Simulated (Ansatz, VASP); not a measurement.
# One calculation of InSb3, two programs

INCAR

```
SYSTEM = InSb3
PREC     = Accurate       ! precision mode
ENCUT    = 520            ! plane-wave cutoff, eV
EDIFF    = 1E-6           ! SCF threshold, eV
ISMEAR   = 0              ! smearing method
SIGMA    = 0.02           ! smearing width, eV
LREAL    = .False.        ! projectors in reciprocal space
LASPH    = .True.         ! aspherical terms in the spheres
NELM     = 100            ! most SCF steps
ALGO     = Normal         ! electronic algorithm
ISIF     = 2              ! what is computed and relaxed
LWAVE    = .False.        ! write WAVECAR
LCHARG   = .True.         ! write CHGCAR
GGA      = PS             ! functional
LELF     = .True.         ! ELF
LVHAR    = .True.       
NBANDS   = 22             ! bands
```

Contents of KPOINTS:

```
Automatic mesh
0
Gamma
  8 8 8
  0 0 0
```

Contents of POSCAR:

```
InSb3
1.0
    4.8063670000      0.0000000000      0.0000000000
    0.0000000000      4.8063670000      0.0000000000
    0.0000000000      0.0000000000      4.8063670000
Sb In
3 1
Direct
    0.5000000000      0.5000000000      0.0000000000
    0.0000000000      0.5000000000      0.5000000000
    0.5000000000      0.0000000000      0.5000000000
    0.0000000000      0.0000000000      0.0000000000
```

Input for Ansatz:

```yaml
crystal:
  lattice:
    - [4.806367, 0.0, 0.0]
    - [0.0, 4.806367, 0.0]
    - [0.0, 0.0, 4.806367]
  atoms:
    - { symbol: Sb, position: [0.5, 0.5, 0.0] }
    - { symbol: Sb, position: [0.0, 0.5, 0.5] }
    - { symbol: Sb, position: [0.5, 0.0, 0.5] }
    - { symbol: In, position: [0.0, 0.0, 0.0] }
hamiltonian:
  xc: pbesol
kpoints:
  mp_grid: { grid: [8, 8, 8] }
scf:
  occupations: { method: gaussian, width: 0.02 }
  convergence: { dr2_threshold: 1.0e-09 }
basis:
  ecutwfc: 600
output:
  eigenvalues: true
  forces: true
  stress: true
```

The cell comes from a database or a generator and needn't be the stable form of this composition.

Alike in both runs: task single point; functional PBEsol; k mesh 8 × 8 × 8; occupations gaussian, width 0.02 eV; no spin polarisation.

|  | VASP | Ansatz |
| --- | --- | --- |
| version | VASP 6.6.1 | Ansatz 0.2.0 |
| potentials or method | VASP PAW PBE potentials, release 64 (Sb, In_d) | scalar-relativistic, plane waves, PAW |
| plane-wave cutoff (eV) | 520 | 600 |
| valence electrons in the cell | 28 | 58 |

|  | VASP | Ansatz | Ansatz less VASP |
| --- | --- | --- | --- |
| gap on the k mesh at the Fermi level (eV) | none | none | - |
| pressure (GPa) | -2.5 | -2.5 | -0.01 |

A gap of «none» marks a metal or a gap that the smearing closes. The two sets of potentials don't hold the same shells in valence. Ansatz warned: «stress_scf_threshold_loose».

Caveats: the PAW data sets were made with another functional, which shifts forces and pressure a little (VASP). Spin-orbit coupling is left out, which matters for the levels of Sb.
